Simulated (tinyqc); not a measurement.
Worked calculation: Pariser-Parr-Pople SCF with singles CI, for the molecule c1ccncc1 (SMILES; centres numbered as the heavy atoms are written). Computed by tinyqc, a small Python program that keeps every step. Settings: charge = 0, gamma = Ohno, start = huckel, damping = 0, iteration cap = 86, excitations kept = 4. Command: `OMP_NUM_THREADS=1 python tinyqc.py 30376 30377 out.jsonl` (the two numbers bound the seeds that draw the settings). One thread of a shared host (Intel(R) Xeon(R) Processor @ 2.60GHz), about 0.01 s of CPU time with the checks. Later iterations appear only in the table of the cycle.

## PPP integrals

Centres (angstrom, eV; a flat drawing with bonds scaled to 1.40 angstrom):
```
centre        x        y  core charge z        W  gamma_rr
1C       1.4000   0.0000              1  12.3700   12.7100
2C       0.7000   1.2120              1  12.3700   12.7100
3C      -0.7000   1.2120              1  12.3700   12.7100
4N      -1.4000   0.0000              1  14.0800   11.8200
5C      -0.7000  -1.2120              1  12.3700   12.7100
6C       0.7000  -1.2120              1  12.3700   12.7100
```

Resonance integrals (eV):
```
i  j     beta
1  2  -2.3900
2  3  -2.3900
3  4  -2.3800
4  5  -2.3800
5  6  -2.3900
6  1  -2.3900
```

Ohno: gamma = 14.399645/sqrt(R^2 + a^2), a = 2 x 14.399645/(gamma_rr + gamma_ss); H_rr = -W_r - sum_(s != r) z_s gamma_rs; H_rs = beta for bonds.

repulsion gamma_rs (eV):
```
         1C       2C       3C       4N       5C       6C
1C  12.7100   7.9967   5.3805   4.7427   5.3805   7.9967
2C   7.9967  12.7100   7.9954   5.3452   4.7684   5.3817
3C   5.3805   7.9954  12.7100   7.8823   5.3817   4.7684
4N   4.7427   5.3452   7.8823  11.8200   7.8823   5.3452
5C   5.3805   4.7684   5.3817   7.8823  12.7100   7.9954
6C   7.9967   5.3817   4.7684   5.3452   7.9954  12.7100
```

core matrix H (eV):
```
          1C        2C        3C        4N        5C        6C
1C  -43.8671   -2.3900    0.0000    0.0000    0.0000   -2.3900
2C   -2.3900  -43.8574   -2.3900    0.0000    0.0000    0.0000
3C    0.0000   -2.3900  -43.7782   -2.3800    0.0000    0.0000
4N    0.0000    0.0000   -2.3800  -45.2777   -2.3800    0.0000
5C    0.0000    0.0000    0.0000   -2.3800  -43.7782   -2.3900
6C   -2.3900    0.0000    0.0000    0.0000   -2.3900  -43.8574
```

## Starting guess

pi electrons, sum of z_r less the charge = 6

Orbitals of the Hueckel matrix of the beta values.

P at the start:
```
         1C       2C       3C       4N       5C       6C
1C   1.0000   0.6665   0.0000  -0.3340   0.0000   0.6665
2C   0.6665   1.0000   0.6670   0.0000  -0.3330   0.0000
3C   0.0000   0.6670   1.0000   0.6665   0.0000  -0.3330
4N  -0.3340   0.0000   0.6665   1.0000   0.6665   0.0000
5C   0.0000  -0.3330   0.0000   0.6665   1.0000   0.6670
6C   0.6665   0.0000  -0.3330   0.0000   0.6670   1.0000
```

## Iteration 1: Fock matrix

F_rr = H_rr + P_rr gamma_rr / 2 + sum_(s != r) P_ss gamma_rs; F_rs = H_rs - P_rs gamma_rs / 2; E = tr P (H + F) / 2 + core repulsion sum_(r<s) z_r z_s gamma_rs.

F (eV):
```
         1C       2C       3C       4N       5C       6C
1C  -6.0150  -5.0550   0.0000   0.7919   0.0000  -5.0550
2C  -5.0550  -6.0150  -5.0564   0.0000   0.7940   0.0000
3C   0.0000  -5.0564  -6.0150  -5.0068   0.0000   0.7940
4N   0.7919   0.0000  -5.0068  -8.1700  -5.0068   0.0000
5C   0.0000   0.7940   0.0000  -5.0068  -6.0150  -5.0564
6C  -5.0550   0.0000   0.7940   0.0000  -5.0564  -6.0150
```

pi energy = -87.5850 eV

## Iteration 1: orbitals and new P

Diagonalise F (the basis is taken as orthonormal) and form P = 2 sum c c over the lowest orbitals.

orbital energies (eV): -15.7657  -12.5276  -11.8654  -0.9235  -0.1646  3.0019

P after iteration 1:
```
         1C       2C       3C       4N       5C       6C
1C   0.9683   0.6656   0.0439  -0.3303   0.0439   0.6656
2C   0.6656   1.0017   0.6686  -0.0122  -0.3314   0.0017
3C   0.0439   0.6686   0.9354   0.6580  -0.0646  -0.3314
4N  -0.3303  -0.0122   0.6580   1.1574   0.6580  -0.0122
5C   0.0439  -0.3314  -0.0646   0.6580   0.9354   0.6686
6C   0.6656   0.0017  -0.3314  -0.0122   0.6686   1.0017
```

## Iteration 2: Fock matrix

As before.

F (eV):
```
         1C       2C       3C       4N       5C       6C
1C  -6.1373  -5.0513  -0.1180   0.7833  -0.1180  -5.0513
2C  -5.0513  -6.2311  -5.0627   0.0325   0.7902  -0.0046
3C  -0.1180  -5.0627  -5.6807  -4.9731   0.1738   0.7902
4N   0.7833   0.0325  -4.9731  -8.3897  -4.9731   0.0325
5C  -0.1180   0.7902   0.1738  -4.9731  -5.6807  -5.0627
6C  -5.0513  -0.0046   0.7902   0.0325  -5.0627  -6.2311
```

pi energy = -87.8161 eV

## Iteration 2: orbitals and new P

As before.

orbital energies (eV): -15.7424  -12.6000  -11.8964  -0.8766  -0.1846  2.9493

P after iteration 2:
```
         1C       2C       3C       4N       5C       6C
1C   0.9548   0.6652   0.0576  -0.3261   0.0576   0.6652
2C   0.6652   1.0200   0.6689  -0.0155  -0.3306  -0.0117
3C   0.0576   0.6689   0.8965   0.6512  -0.0717  -0.3306
4N  -0.3261  -0.0155   0.6512   1.2121   0.6512  -0.0155
5C   0.0576  -0.3306  -0.0717   0.6512   0.8965   0.6689
6C   0.6652  -0.0117  -0.3306  -0.0155   0.6689   1.0200
```

## Iteration 3: Fock matrix

As before.

F (eV):
```
         1C       2C       3C       4N       5C       6C
1C  -6.0896  -5.0497  -0.1550   0.7734  -0.1550  -5.0497
2C  -5.0497  -6.3284  -5.0642   0.0415   0.7881   0.0316
3C  -0.1550  -5.0642  -5.5452  -4.9465   0.1930   0.7881
4N   0.7734   0.0415  -4.9465  -8.5480  -4.9465   0.0415
5C  -0.1550   0.7881   0.1930  -4.9465  -5.5452  -5.0642
6C  -5.0497   0.0316   0.7881   0.0415  -5.0642  -6.3284
```

pi energy = -87.8572 eV

## Iteration 3: orbitals and new P

As before.

orbital energies (eV): -15.7415  -12.6092  -11.9097  -0.8746  -0.1885  2.9386

P after iteration 3:
```
         1C       2C       3C       4N       5C       6C
1C   0.9435   0.6647   0.0643  -0.3238   0.0643   0.6647
2C   0.6647   1.0338   0.6692  -0.0187  -0.3294  -0.0192
3C   0.0643   0.6692   0.8760   0.6474  -0.0709  -0.3294
4N  -0.3238  -0.0187   0.6474   1.2368   0.6474  -0.0187
5C   0.0643  -0.3294  -0.0709   0.6474   0.8760   0.6692
6C   0.6647  -0.0192  -0.3294  -0.0187   0.6692   1.0338
```

## Convergence

Stop when output and input P, before any damping, agree to 1e-7.

Course of the cycle:
```
iteration      E (eV)  largest |P(out) - P(in)|
1          -87.585021                  1.57e-01
2          -87.816062                  5.47e-02
3          -87.857193                  2.47e-02
4          -87.868671                  1.25e-02
5          -87.872310                  6.65e-03
6          -87.873515                  3.67e-03
7          -87.873920                  2.07e-03
8          -87.874057                  1.18e-03
9          -87.874103                  6.82e-04
10         -87.874119                  3.94e-04
11         -87.874124                  2.29e-04
...               ...                       ...
16         -87.874127                  1.51e-05
17         -87.874127                  8.81e-06
18         -87.874127                  5.12e-06
19         -87.874127                  2.98e-06
20         -87.874127                  1.73e-06
21         -87.874127                  1.01e-06
22         -87.874127                  5.86e-07
23         -87.874127                  3.41e-07
24         -87.874127                  1.98e-07
25         -87.874127                  1.15e-07
26         -87.874127                  6.70e-08
```

Converged in 26 iterations.

## Converged orbitals

Charges are z - P_rr.

orbital energies (eV): -15.7397  -12.6169  -11.9222  -0.8769  -0.1882  2.9275

coefficients:
```
       MO1      MO2      MO3      MO4      MO5      MO6
1C  0.3646  -0.5729   0.0000   0.5869   0.0000   0.4409
2C  0.3766  -0.3394   0.5205  -0.2430  -0.4786  -0.4289
3C  0.3998   0.1910   0.4786  -0.3692   0.5205   0.4091
4N  0.5136   0.6070   0.0000   0.5146   0.0000  -0.3209
5C  0.3998   0.1910  -0.4786  -0.3692  -0.5205   0.4091
6C  0.3766  -0.3394  -0.5205  -0.2430   0.4786  -0.4289
```

pi charges: 1C 0.0776, 2C -0.0559, 3C 0.1493, 4N -0.2645, 5C 0.1493, 6C -0.0559

## Singles CI, singlets

Over the 4 single excitations with the smallest orbital gaps: A = (e_a - e_i) delta + 2 (ia|jb) - (ij|ab), with (pq|rs) = sum c_mp c_mq gamma_mn c_nr c_ns. f = 2/3 w |mu|^2 in atomic units, mu = sqrt2 sum c_ia sum_m c_mi c_ma R_m.

singlet CI matrix (eV):
```
         3>4     3>5     2>4      2>5
3>4   5.9452  0.0000  0.0000  -1.3793
3>5   0.0000  6.6747  1.1248   0.0000
2>4   0.0000  1.1248  6.5950   0.0000
2>5  -1.3793  0.0000  0.0000   6.9510
```

singlet excitation energies (eV): 4.9800  5.5094  7.7604  7.9162

oscillator strengths: 0.0495  0.0002  1.3140  1.2277

## Singles CI, triplets

Over the 4 single excitations with the smallest orbital gaps: A = (e_a - e_i) delta - (ij|ab), with (pq|rs) = sum c_mp c_mq gamma_mn c_nr c_ns.

triplet CI matrix (eV):
```
        3>4     3>5     2>4     2>5
3>4  3.9835  0.0000  0.0000  0.2709
3>5  0.0000  4.0295  0.2709  0.0000
2>4  0.0000  0.2709  4.1899  0.0000
2>5  0.2709  0.0000  0.0000  5.4711
```

triplet excitation energies (eV): 3.8272  3.9357  4.3922  5.5189
